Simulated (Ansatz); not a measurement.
The system is Pb.

```
Pb
1.0
    -1.98779    1.99067    1.99343
     1.97946   -1.95749    1.95192
     1.99658    1.96627   -1.96025
Pb
1
Direct
  0.00000 0.00000 0.00000
```

The cell isn't the ideal one: cell strained at random at fixed volume.

* Program: Ansatz 0.2.0
* Task: relaxation of cell and atoms
* Functional: RPBE
* Potentials or basis: SSSP precision PAW
* Cutoff: 612 eV
* Density cutoff: 6123 eV
* k mesh: 7 × 7 × 7
* Occupations: fermi-dirac, width 0.1 eV
* Spin: collinear spin, zero start
* Starting moments: [0.0] μB

At the start: volume 31.03 Å³/atom.

**Question.** Where does the relaxation end?

**Answer.** It ends after 19 steps and the volume is 33.14 Å³/atom (+6.8 %); space group I4/mmm (No. 139, to 0.05 Å); moment 0.00 μB per cell.

Step by step:
```
step  energy change (eV)  largest force (eV/Å)  volume (Å³)
   1              0.0000                0.0000        31.03
   2             -0.0121                0.0000        32.68
   3             -0.0125                0.0000        32.83
   4             -0.0184                0.0000        33.91
   5             -0.0230                0.0000        34.60
   6             -0.0322                0.0000        32.59
   7             -0.0392                0.0000        32.83
   8             -0.0410                0.0000        32.98
   9             -0.0413                0.0000        32.47
  10             -0.0427                0.0000        32.74
  11             -0.0430                0.0000        32.81
  12             -0.0430                0.0000        32.83
  13             -0.0430                0.0000        32.81
  14             -0.0499                0.0000        32.81
  15             -0.0507                0.0000        33.08
  16             -0.0512                0.0000        33.10
  17             -0.0512                0.0000        33.07
  18             -0.0512                0.0000        33.14
  19             -0.0513                0.0000        33.14
```

Final structure:
```
CELL_PARAMETERS angstrom
-2.33184 1.88625 1.88397
2.33118 -1.88614 1.88511
2.33240 1.88471 -1.88387
ATOMIC_POSITIONS crystal
Pb 0.00000 0.00000 0.00000
```

Caveat: the potentials were made for another functional, which shifts forces and pressure; the plane-wave basis is chosen anew once the cell has moved, so the energies of steps on either side of that aren't comparable; the thresholds are loose for stress.
